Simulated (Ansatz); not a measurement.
# Ti3O5: Quadrupolar parameters

The cell is a Materials Project structure (computed, not necessarily an observed phase).

Space group Cmcm (No. 63); a = 3.7715, b = 9.8281, c = 10.0115 Å.

| site | Wyckoff | site symmetry | x | y | z |
| --- | --- | --- | --- | --- | --- |
| Ti1 | 4c | m2m | 0.5000 | 0.8006 | 0.2500 |
| Ti3 | 8f | m.. | 0.5000 | 0.1302 | 0.0581 |
| O7 | 4c | m2m | 0.5000 | 0.7709 | 0.7500 |
| O9 | 8f | m.. | 0.5000 | 0.0521 | 0.8774 |
| O13 | 8f | m.. | 0.5000 | 0.6827 | 0.4322 |

One atom of each set is listed; the run and its k-mesh use a cell of 16 atoms with edges of 5.26, 5.26, 10.01 Å.

All values are calculated (Ansatz; DFT, r2SCAN, plane waves and PAW (field gradients read without the response of the frozen cores, which leaves them typically 4 to 6 % off), scalar-relativistic, 500 eV cutoff, Γ-centred 9×9×4 k-points, Fermi–Dirac smearing 0.05 eV), not measured.

V_zz is the principal component of the electric field gradient with the largest magnitude, η = (V_xx − V_yy)/V_zz and C_Q = eQV_zz/h. ν_Q = 3|C_Q|/[2I(2I − 1)].

Ti-47: I = 5/2, Q = 302.0 mb; O-17: I = 5/2, Q = -25.58 mb. Q values from Pyykkö, Mol. Phys. 116, 1328 (2018).

```tsv
site	atoms	first shell	C_Q (MHz)	η	ν_Q (MHz)
Ti1	2	6 O at 1.93–2.16 Å	8.47	0.35	1.27
Ti3	4	6 O at 1.90–2.23 Å	-5.53	0.44	0.829
O7	2	4 Ti at 2.01–2.15 Å	1.28	0.52	0.192
O9	4	3 Ti at 1.90–1.96 Å	0.774	0.74	0.116
O13	4	4 Ti at 1.96–2.23 Å	0.531	0.82	0.080
```

The largest force is 0.3 eV/Å, so the atoms aren't at the calculated equilibrium and relaxing them would move these values. The run finds no gap above 0.1 eV (a metal, or nearly one), so the gradients can move by 10 % or more with the k-mesh. Semilocal functionals can leave a metal where correlation in the d or f shell opens a gap in the real compound, and that would change the values at and beside Ti.

Hardware: 1 thread of Intel Xeon 6975P-C (Granite Rapids) (x86_64; 16 cores open to the job, memory cap 3.0 GiB, no GPU), a shared host with a load of 0.3 a core. Wall time 1.7 min, CPU time 1.7 min, peak memory 1.5 GiB.
